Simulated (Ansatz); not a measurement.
**Two structures of Os: comparison of enthalpies under pressure, by script**

An exercise on one series of results from a longer session: the logs are not shown, and one member is left open.

Computed with Ansatz 0.2.0 through its Python package. Level of theory: DFT PBE, plane waves, PAW.

## Starting point

Os Im-3m: The structure is cubic, space group Im-3m (No. 229). Conventional cell: a = 3.040 Å, b = 3.040 Å, c = 3.040 Å, α = 90.00°, β = 90.00°, γ = 90.00°. Os (site symmetry m-3m) has 8 Os at 2.63 Å as nearest neighbours.

Os Pm-3m: It takes space group Pm-3m (No. 221, cubic). The conventional cell has a = 2.490 Å, b = 2.490 Å, c = 2.490 Å, α = 90.00°, β = 90.00°, γ = 90.00°. Around Os (site symmetry m-3m) lie 6 Os at 2.49 Å.

No structure file is read: the coordinates are typed or built in the script.

The first run:

Input file transition_os.py:

```python
"""Pressure at which two phases of Os cross."""

import warnings

import ansatz as az
import numpy as np


def bcc(a_site, a):
    return az.Crystal.bcc(a_site, a=a)


def sc(first, a):
    return (
        az.Lattice.cubic(a)
        .space_group(221)
        .atom(first, (0, 0, 0))
    )


def ground_state(name, crystal, pressure=0.0):
    calc = (
        crystal.calculation()
        .basis(520)
        .kpoints(spacing=0.16)
        .occupations("fermi_dirac", width=0.1)
    )
    calc = calc.relax(force_tolerance=0.01, max_steps=60, cell=True, pressure=pressure)
    return calc.run(threads=1)


def volume_per_atom(outcome):
    return abs(np.linalg.det(outcome.lattice.cell_ang)) / len(outcome.lattice.sites)


def main() -> None:
    warnings.simplefilter("ignore", az.DeckWarning)

    phases = {}
    phases["bcc"] = bcc("Os", 3.04)
    phases["sc"] = sc("Os", 2.49)

    # H = E + PV, with 1 eV per cubic angstrom equal to 160.2 GPa
    pressures = [0, 10, 20, 30]
    enthalpy, volume = {name: [] for name in phases}, {name: [] for name in phases}
    for p in pressures:
        for name, crystal in phases.items():
            o = ground_state(name, crystal, pressure=p)
            volume[name].append(volume_per_atom(o))
            enthalpy[name].append(o.report["energy_sigma0_ev"] / len(o.lattice.sites) + p * volume[name][-1] / 160.21766)
    gap = np.array(enthalpy["sc"]) - np.array(enthalpy["bcc"])
    rows = [(p, va, vb, 1000 * d) for p, va, vb, d in zip(pressures, volume["bcc"], volume["sc"], gap)]
    print("   P (GPa)  V bcc (A^3/atom)  V sc (A^3/atom)  H(sc) - H(bcc) (meV/atom)")
    for row in rows:
        print(f"{row[0]:10d}  {row[1]:16.3f}  {row[2]:15.3f}  {row[3]:+25.1f}")
    crossings = [p0 - g0 * (p1 - p0) / (g1 - g0) for p0, p1, g0, g1 in zip(pressures, pressures[1:], gap, gap[1:]) if g0 * g1 < 0]
    print("crossing near", [round(float(p), 1) for p in crossings], "GPa") if crossings else print("no crossing in this range")


if __name__ == "__main__":
    main()
```

On the command line:

```sh
python transition_os.py
```

Steps of the session up to this table: Launch.

One of the session's tables, all rows but one given; the rest of the session is left out.

Enthalpy H = E + pV of the second structure less the first:

| pressure (GPa) | ΔH (meV/atom) |
| --- | --- |
| 0 | 639.7 |
| 10 | ? |
| 20 | 860.7 |
| 30 | 959.1 |

**Question.** Estimate the row for pressure (GPa) = 10.

Worked estimate for «ΔH (meV/atom)». A straight line through the neighbours (0, 639.7) and (20, 860.7) gives 639.7 + (860.7 − 639.7) × (10 − 0) / (20 − 0) = 750.2; a parabola fitted to 3 rows on both sides gives 754.2.

The run gave: ΔH (meV/atom): 754.8. In «ΔH (meV/atom)» the line misses by -4.6 and the parabola by -0.6.

Limits of these values: Reading the output:
- At a fixed pressure a relaxation lowers the enthalpy F + PV, while F alone can rise.
- Spin-orbit coupling, which matters for elements this heavy, is left out.
- No functional is typed, so the default, PBE, holds.
- Only these two structures are compared, at zero temperature and with their symmetry kept; either may be hypothetical, and another phase may be lower than both.
